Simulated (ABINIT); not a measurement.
The system is ZrS2.

```
CELL_PARAMETERS angstrom
3.69138 0.00000 0.00000
-1.84569 3.19683 0.00000
0.00000 0.00000 6.04108
ATOMIC_POSITIONS crystal
Zr 0.00000 0.00000 0.00000
S 0.33333 0.66667 0.23791
S 0.66667 0.33333 0.76209
```

The cell is a database's computed one.

Base run:

| Item | Value |
| --- | --- |
| Program | ABINIT 10.8.3 (patched build) |
| Functional | PBE |
| Potentials or basis | JTH PAW PBE v2.0 |
| Cutoff | 544 eV |
| k mesh | 6 × 6 × 4 |
| Occupations | fermi-dirac, width 0.05 eV |
| Spin | no spin polarisation |

Its results: band gap on the k mesh 1.07 eV, indirect (least direct gap 1.63 eV); pressure 0.4 GPa; largest force 0.025 eV/Å.

Q: After a change of settings the same cell gave: band gap on the k mesh 1.00 eV, indirect (least direct gap 1.58 eV); pressure -2.6 GPa; largest force 0.164 eV/Å. Which change was it?
A. functional from PBE to BLYP; k mesh from 6 × 6 × 4 to 8 × 8 × 5
B. functional from PBE to BP86; k mesh from 6 × 6 × 4 to 8 × 8 × 5
C. functional from PBE to PBEsol
D. functional from PBE to LDA; potentials or basis from JTH PAW PBE v2.0 to JTH PAW LDA v2.0

A: C.

PBEsol binds more tightly than PBE, so the same cell stands under less pressure.

Caveats: this functional lacks dispersion, which binds the layers, so the pressure and a relaxed spacing across them are unreliable; the PAW data sets were made with another functional, which shifts forces and pressure a little (some runs).

Not every run made on this cell is shown here.
